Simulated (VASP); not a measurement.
VASP 6.6.1 run: BeS

INCAR

```
ISMEAR = 0
NBANDS = 11
ENCUT = 200
LASPH = .TRUE.
LWAVE = .FALSE.
NSW = 0
SIGMA = 0.01
IBRION = -1
LREAL = .FALSE.
METAGGA = R2SCAN
ALGO = All
LCHARG = .FALSE.
PREC = Accurate
ISIF = 2
EDIFF = 1E-7
NELM = 95
```

KPOINTS

```
KPOINTS created by Atomic Simulation Environment
0
Gamma
10 10 10
0 0 0
```

POSCAR

```
Be S
 1.0000000000000000
     0.0000000000000000    2.5662460555000002    2.5662460555000002
     2.5662460555000002    0.0000000000000000    2.5662460555000002
     2.5662460555000002    2.5662460555000002    0.0000000000000000
 Be  S
   1   1
Cartesian
  0.0000000000000000  0.0000000000000000  0.0000000000000000
  1.2831230277499999  1.2831230277499999  1.2831230277499999
```

The recommended PBE PAW datasets give the neutral cell 8 valence electrons.

Command

```
mpirun -np 1 vasp_std
```

OSZICAR

```
N       E                     dE             d eps       ncg     rms           ort
DAV:   1    -0.146500312816E+00   -0.14650E+00   -0.23869E+03   517   0.318E+02
DAV:   2    -0.156583066014E+02   -0.15512E+02   -0.15151E+02   517   0.731E+01
DAV:   3    -0.160916841909E+02   -0.43338E+00   -0.43308E+00   517   0.120E+01
DAV:   4    -0.160934012340E+02   -0.17170E-02   -0.17170E-02   517   0.874E-01
DAV:   5    -0.160934112211E+02   -0.99871E-05   -0.99871E-05   517   0.624E-02
SDA:   6    -0.144598857215E+02    0.16335E+01   -0.99871E-05   517   0.311E+00   0.000E+00
CGA:   7    -0.145543172340E+02   -0.94432E-01   -0.94081E-01   517   0.148E-01   0.318E-02
CGA:   8    -0.145612135157E+02   -0.68963E-02   -0.68692E-02   517   0.282E-02   0.104E-03
CGA:   9    -0.145626110335E+02   -0.13975E-02   -0.13921E-02   517   0.574E-03   0.221E-04
CGA:  10    -0.145628793924E+02   -0.26836E-03   -0.26735E-03   517   0.518E-04   0.487E-05
CGA:  11    -0.145629010278E+02   -0.21635E-04   -0.21537E-04   517   0.350E-05   0.749E-06
CGA:  12    -0.145629024839E+02   -0.14561E-05   -0.14425E-05   517   0.278E-06   0.122E-06
CGA:  13    -0.145629026076E+02   -0.12367E-06   -0.12098E-06   517   0.273E-07   0.232E-07
CGA:  14    -0.145629026223E+02   -0.14731E-07   -0.14498E-07   517   0.368E-08   0.154E-08
   1 F= -.14562903E+02 E0= -.14562903E+02  d E =-.542413E-15
```

From OUTCAR

```
k-points           NKPTS =     47   k-points in BZ     NKDIM =     47   number of bands    NBANDS=     11

   NELECT =       8.0000    total number of electrons

   dimension x,y,z NGX =    18 NGY =   18 NGZ =   18
   dimension x,y,z NGXF=    36 NGYF=   36 NGZF=   36

  energy-cutoff  :      200.00
  volume of cell :       33.80
      direct lattice vectors                 reciprocal lattice vectors
     0.000000000  2.566246056  2.566246056    -0.194837124  0.194837124  0.194837124
     2.566246056  0.000000000  2.566246056     0.194837124 -0.194837124  0.194837124
     2.566246056  2.566246056  0.000000000     0.194837124  0.194837124 -0.194837124

 k-points in reciprocal lattice and weights: KPOINTS created by Atomic Simulation Env
   0.00000000  0.00000000  0.00000000       0.001
   0.10000000  0.00000000  0.00000000       0.008
   0.20000000  0.00000000  0.00000000       0.008
   0.30000000  0.00000000  0.00000000       0.008
   0.40000000  0.00000000  0.00000000       0.008
   0.50000000  0.00000000  0.00000000       0.004
   0.10000000  0.10000000  0.00000000       0.006
   0.20000000  0.10000000  0.00000000       0.024
   ...

 E-fermi :   2.4231

 k-point     1 :       0.0000    0.0000    0.0000
  band No.  band energies     occupation
      1     -10.9036      2.00000
      2       2.3739      2.00000
      3       2.3739      2.00000
      4       2.3739      2.00000
      5       7.5759      0.00000
      6       8.7173      0.00000
      7       8.7173      0.00000
      8       8.7173      0.00000
      9      15.6353      0.00000
     10      15.6353      0.00000
     11      16.8456      0.00000

 k-point     2 :       0.1000    0.0000    0.0000
  band No.  band energies     occupation
      1     -10.8094      2.00000
      2       1.6614      2.00000
      3       2.2796      2.00000
      4       2.2796      2.00000
      5       7.9151      0.00000
      6       8.9277      0.00000
      7       8.9277      0.00000
      8       9.0960      0.00000
      9      15.1730      0.00000
     10      15.1730      0.00000
     11      16.9825      0.00000

 k-point     3 :       0.2000    0.0000    0.0000
  band No.  band energies     occupation
      1     -10.5459      2.00000
      2       0.2445      2.00000
      3       2.0389      2.00000
      4       2.0389      2.00000
      5       8.0314      0.00000
      6       9.3482      0.00000
      7       9.3482      0.00000
      8      10.4202      0.00000
      9      14.7031      0.00000
     10      14.7031      0.00000
     11      16.8697      0.00000

 k-point     4 :       0.3000    0.0000    0.0000
  band No.  band energies     occupation
      1     -10.1738      2.00000
      2      -1.1547      2.00000
      3       1.7835      2.00000
      4       1.7835      2.00000
      5       7.9546      0.00000
      6       9.6030      0.00000
      7       9.6030      0.00000
      8      11.9520      0.00000
      9      15.0686      0.00000
     10      15.0686      0.00000
     11      16.5063      0.00000

 k-point     5 :       0.4000    0.0000    0.0000
  band No.  band energies     occupation
      1      -9.8193      2.00000
      2      -2.1898      2.00000
      3       1.5884      2.00000
      4       1.5884      2.00000
      5       7.8611      0.00000
      6       9.5963      0.00000
      7       9.5963      0.00000
      8      13.0931      0.00000
      9      16.3010      0.00000
     10      16.3010      0.00000
     11      16.6225      0.00000

 ...

  Total       -3.2818091     -3.2818091     -3.2818091      0.0000000      0.0000000     -0.0000000
  in kB     -155.5603882   -155.5603882   -155.5603882      0.0000000      0.0000000     -0.0000000
  external PRESSURE =    -155.5603882 kB  Pullay stress =       0.0000000 kB

 POSITION                                       TOTAL-FORCE (eV/Angst)
 -----------------------------------------------------------------------------------
      0.00000      0.00000      0.00000        -0.000000     -0.000000     -0.000000
      1.28312      1.28312      1.28312         0.000000      0.000000      0.000000
 -----------------------------------------------------------------------------------
    total drift:                               -0.000001     -0.000001     -0.000002

  FREE ENERGIE OF THE ION-ELECTRON SYSTEM (eV)
  ---------------------------------------------------
  free  energy   TOTEN  =       -14.5629026223 eV

  energy  without entropy=      -14.5629026223  energy(sigma->0) =      -14.56290262
```

It converged. Results: gap between bands v and c on the k mesh 3.90 eV; least direct gap on the k mesh 5.20 eV; pressure -15.6 GPa. Band v is the last that the valence electrons fill when counted band by band, and c is the next.

These settings aren't sound, so the numbers aren't properties of the crystal.

On sound settings r²SCAN gives a gap of 3.88 eV on its mesh and a pressure of -11.4 GPa for the intended cell.

The run took about 22 s on one core of a shared host (Intel Xeon Platinum 8488C) and held 0.12 GiB at most.
